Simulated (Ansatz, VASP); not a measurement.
## One calculation of As, two programs

```xyz
1
Lattice="-1.6840 1.6840 1.6840 1.6840 -1.6840 1.6840 1.6840 1.6840 -1.6840" Properties=species:S:1:pos:R:3 pbc="T T T"
As    0.0000    0.0000    0.0000
```

Alike in both runs: functional PBE; k mesh 16 × 16 × 16; occupations fermi-dirac, width 0.05 eV; no spin polarisation.

Ansatz relaxed the structure, and its values are those at the end. VASP's run is a single point on that final structure, the one shown.

```csv
,VASP,Ansatz
version,VASP 6.6.1,Ansatz 0.2.0
potentials or method,"VASP PAW PBE potentials, release 64 (As)","PAW with Ansatz's default frozen-core files, scalar-relativistic"
plane-wave cutoff (eV),520,420
valence electrons in the cell,5,15
```

|  | VASP | Ansatz | Ansatz less VASP |
| --- | --- | --- | --- |
| pressure (GPa) | 0.1 | 0.0 | -0.07 |

The two sets of potentials don't hold the same shells in valence.
